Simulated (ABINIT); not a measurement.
# CoO (R3m) in ABINIT: further runs, part 2 of 2

ABINIT 10.8.3 (patched build). Earlier steps stand in the parts before.

## Step 5: Band structure, AM05, collinear spin, ferromagnetic start

File run.abi:

```
ndtset 2

pp_dirpath "./"
pseudos "Co.GGA_PBE-JTH.xml, O.GGA_PBE-JTH.xml"

acell 3.16379267 3.16379267 3.16379267 Angstrom
rprim
     0.5064237796     0.2923839055     0.8112007195
    -0.5064237796     0.2923839055     0.8112007195
     0.0000000000    -0.5847678109     0.8112007195
ntypat 2
znucl 27 8
natom 2
typat 1 2
xred
     0.9989783200     0.9989783200     0.9989783200
     0.7510210300     0.7510210300     0.7510210300

ecut 31.0
pawecutdg 53.0
pawxcdev 0

ixc -120135

occopt 3
tsmear 0.05 eV

nsppol 2
spinat
     0.0000000000     0.0000000000     2.0000000000
     0.0000000000     0.0000000000     0.0000000000

nstep 100

iomode 3
prtwf 0
prteig 0
prtebands 0
enunit 1
prtden1 1

kptopt1 1
ngkpt1 6 6 6
nshiftk1 1
shiftk1 0.0 0.0 0.0
nband1 16
tolvrs1 1.0e-9

iscf2 -2
getden2 1
nband2 22
nbdbuf2 4
tolwfr2 1.0e-11
kptopt2 -2
ndivsm2 5
prteig2 1
prtvol2 -3
kptbounds2
     0.0000000000     0.0000000000     0.0000000000
     0.5000000000     0.0000000000     0.0000000000
     0.5000000000     0.2532748666    -0.2532748666
```

Potentials or basis: JTH PAW PBE v2.0.

Launch:

```bash
abinit run.abi > log 2>&1
```

run.abo:

```text
.Version 10.8.3 of ABINIT
 DATASET    1 : space group R3 m (#160); Bravais hR (rhombohedral)
================================================================================
 Values of the parameters that define the memory need for DATASET  1.
     intxc =       0    ionmov =       0      iscf =      17    lmnmax =      18
     lnmax =       6     mgfft =      30  mpssoang =       3    mqgrid =    3001
     natom =       2  nloc_mem =       2    nspden =       2   nspinor =       1
    nsppol =       2      nsym =       6    n1xccc =       1    ntypat =       2
    occopt =       3   xclevel =       2
       mpw =        1284          nfft =       27000          nkpt =          32
 PAW method is used; the additional fine FFT grid is defined by:
   mgfftf=        40    nfftf =     64000
================================================================================
================================================================================

 DATASET    2 : space group R3 m (#160); Bravais hR (rhombohedral)
================================================================================
 Values of the parameters that define the memory need for DATASET  2.
     intxc =       0    ionmov =       0      iscf =      -2    lmnmax =      18
     lnmax =       6     mgfft =      30  mpssoang =       3    mqgrid =    3001
     natom =       2  nloc_mem =       2    nspden =       2   nspinor =       1
    nsppol =       2      nsym =       6    n1xccc =       1    ntypat =       2
    occopt =       3   xclevel =       2
[... 689 lines left out ...]
   7.57438    7.79390    8.06800    9.20274    9.54992   15.26810   15.62116   20.31753
  22.25554   26.92109   29.03467   31.03549   33.82963   34.47931
 kpt#  10, nband= 22, wtk=  1.00000, kpt=  0.5000  0.1520 -0.1520 (reduced coord)
 -85.29812  -48.91086  -48.89266  -48.88886  -10.60792    1.96540    2.65196    3.31369
   7.27795    7.72623    8.09737    8.92289    9.45348   15.60724   16.48460   19.47454
  21.64581   26.92586   28.95828   32.73440   33.71183   34.33321
 kpt#  11, nband= 22, wtk=  1.00000, kpt=  0.5000  0.2026 -0.2026 (reduced coord)
 -85.29794  -48.91251  -48.89265  -48.89020  -10.55261    2.11628    2.57783    3.36592
   7.02679    7.64465    8.09946    8.75093    9.36053   15.66243   17.75329   18.96904
  20.56506   27.17068   28.95830   32.82804   33.15922   36.46807
 kpt#  12, nband= 22, wtk=  1.00000, kpt=  0.5000  0.2533 -0.2533 (reduced coord)
 -85.29784  -48.91498  -48.89349  -48.88837  -10.52891    2.12973    2.61953    3.38940
   6.91458    7.60337    8.09080    8.71345    9.30039   15.72748   18.54707   18.78989
  19.77601   27.26654   29.01645   32.43017   33.24710   37.52373

== END DATASET(S) ==============================================================
================================================================================

 -outvars: echo values of variables after computation  --------
            acell      5.9787016655E+00  5.9787016655E+00  5.9787016655E+00 Bohr
           etotal1    -1.6229964881E+02
            fcart1     6.7540395027E-20 -6.0542115817E-19  4.2403313405E-03
                      -6.7540395027E-20  6.0542115817E-19 -4.2403313405E-03
            rprim      5.0642377960E-01  2.9238390550E-01  8.1120071950E-01
                      -5.0642377960E-01  2.9238390550E-01  8.1120071950E-01
                       0.0000000000E+00 -5.8476781090E-01  8.1120071950E-01
           strten1     3.4313922913E-04  3.4313923038E-04  1.7173424255E-04
                      -7.9948618101E-13  0.0000000000E+00  0.0000000000E+00
           xangst      1.8318452360E-17  3.1605615799E-10  7.6915463348E+00
                      -1.0542078397E-17  2.3760758258E-10  5.7824208344E+00
             xred      9.9897832000E-01  9.9897832000E-01  9.9897832000E-01
                       7.5102103000E-01  7.5102103000E-01  7.5102103000E-01
 Calculation completed.
```

It took 2.2 min on 1 thread of AMD EPYC 9R45 (Zen 5), shared host; peak memory 0.15 GiB.

Results:

```yaml
Free_energy: -4416.3984 eV
Pressure: -8.4 GPa
Largest_force: 0.218 eV/Å
Band_gap_on_the_k_mesh: none (metal or under the smearing width)
Net_moment: 2.76 μB per cell
Site_moments: Co +2.38; O +0.30 μB
Valence_electrons_inside_the_program's_atomic_spheres: Co 15.39; O 4.52
```

Forces in eV/Å, atoms in the order of the input:
```
Co   0.000  0.000  0.218
O    0.000  0.000 -0.218
```

Levels at the corners of the path, in eV from the Fermi level:
Spin up:
```tsv
point	band 9	band 10	band 11	band 12	band 13	band 14	band 15	band 16	band 17	band 18
Γ	-2.44	-2.44	0.09	0.24	0.24	0.40	13.84	13.84	14.43	19.96
L	-2.47	-2.34	-2.33	-0.57	-0.51	5.63	6.84	13.40	13.75	17.38
B1	-3.16	-2.74	-2.03	-2.00	-0.94	6.81	9.82	10.14	11.26	18.53
```
Spin down:
```tsv
point	band 7	band 8	band 9	band 10	band 11	band 12	band 13	band 14
Γ	-5.08	-5.08	-0.39	-0.39	0.51	2.41	2.41	2.51
L	-4.88	-4.86	-0.20	-0.19	0.03	1.55	1.60	6.06
B1	-5.43	-4.66	-1.13	-0.44	0.04	0.67	1.25	7.68
```

Caveat: the k mesh is coarse (spacing up to 0.40 Å⁻¹), so the values aren't converged; the PAW data sets were made with another functional, which shifts forces and pressure a little; a cell with one magnetic atom can't hold antiferromagnetic order, which such compounds often take; semilocal functionals often make such compounds metallic where correlation or magnetic order opens a gap, which also shifts bond lengths. With open d or f shells a metallic result of AM05 can be an artefact of self-interaction; +U or a hybrid may open a gap.

## Step 6: Overview

| level | gap on the mesh (eV) | pressure (GPa) | moment (μB) | largest force (eV/Å) |
| --- | --- | --- | --- | --- |
| LDA | none | -15.6 | 2.65 | 0.20 |
| BLYP | none | 5.4 | 2.69 | 0.31 |
| AM05 | none | -8.4 | 2.76 | 0.22 |

Alike in all rows: task band structure; potentials or basis JTH PAW PBE v2.0; spin collinear, ferromagnetic start; cell as given; k mesh 6 × 6 × 6; cutoff (eV) 844; smearing fermi-dirac 0.05 eV; the mesh is coarse, so values aren't converged.

Caveats: all runs use coarse meshes; the PAW data sets were made with another functional, which shifts forces and pressure a little; a cell with one magnetic atom can't hold antiferromagnetic order, which such compounds often take; semilocal functionals often make such compounds metallic where correlation or magnetic order opens a gap, which also shifts bond lengths.

Total energies depend on the potentials used, so only differences within one code and one set of settings carry meaning.
